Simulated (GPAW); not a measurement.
The system is GaAs.

```
As Ga
1.0
     0.00000    2.82685    2.82685
     2.82685    0.00000    2.82685
     2.82685    2.82685    0.00000
As Ga
1 1
Direct
  0.75000 0.75000 0.75000
  0.00000 0.00000 0.00000
```

```yaml
Program: GPAW 26.7.0
Task: single point
Functional: PBEsol
Potentials_or_basis: PAW data sets generated in the run's folder for this functional
Cutoff: 600 eV
Basis: pw
k_mesh: 8 × 8 × 8
Occupations: fermi-dirac, width 0.05 eV
Spin: no spin polarisation
```

On this cell: pressure 1.3 GPa; largest force zero by symmetry; band gap on the k mesh 0.51 eV, direct.

The same run follows on a disturbed copy (atoms moved at random, drawn with an rms of 0.05 Å):

```
As Ga
1.0
     0.00000    2.82685    2.82685
     2.82685    0.00000    2.82685
     2.82685    2.82685    0.00000
As Ga
1 1
Direct
  0.75791 0.73978 0.75942
  0.00965 0.00933 0.97945
```

**Question.** What does the disturbed cell give?

**Answer.** The energy moves by +25.1 meV/atom; pressure 1.6 GPa; largest force 0.931 eV/Å; band gap on the k mesh 0.18 eV, direct.

Forces in eV/Å, atoms in the order of the input:
```
As  -0.156 -0.745  0.536
Ga   0.156  0.745 -0.536
```

Stress tensor (GPa, compression positive):
```
 1.74 -1.62  2.25
-1.62  1.51  0.50
 2.25  0.50  1.63
```

A k mesh can miss the band edges.
